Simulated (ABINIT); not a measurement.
W:

```xyz
1
Lattice="-1.5823 1.5823 1.5823 1.5823 -1.5823 1.5823 1.5823 1.5823 -1.5823" Properties=species:S:1:pos:R:3 pbc="T T T"
W     0.0000    0.0000    0.0000
```

Base run:

| Item | Value |
| --- | --- |
| Program | ABINIT 10.8.3 (patched build) |
| Functional | RPBE |
| Potentials or basis | JTH PAW PBE v2.0 |
| Cutoff | 435 eV |
| k mesh | 12 × 12 × 12 |
| Occupations | fermi-dirac, width 0.05 eV |
| Spin | no spin polarisation |

Its results: band gap on the k mesh none (metal or under the smearing width); pressure 9.1 GPa.

Problem. The run is repeated on the same cell with these changes: spin from no spin polarisation to spin-orbit coupling, no magnetisation. What comes out?

Solution. Band gap on the k mesh none (metal or under the smearing width); pressure 10.0 GPa.

Caveats: the PAW data sets were made with another functional, which shifts forces and pressure a little; spin-orbit coupling is left out, which moves the levels of the heavy elements (some runs).
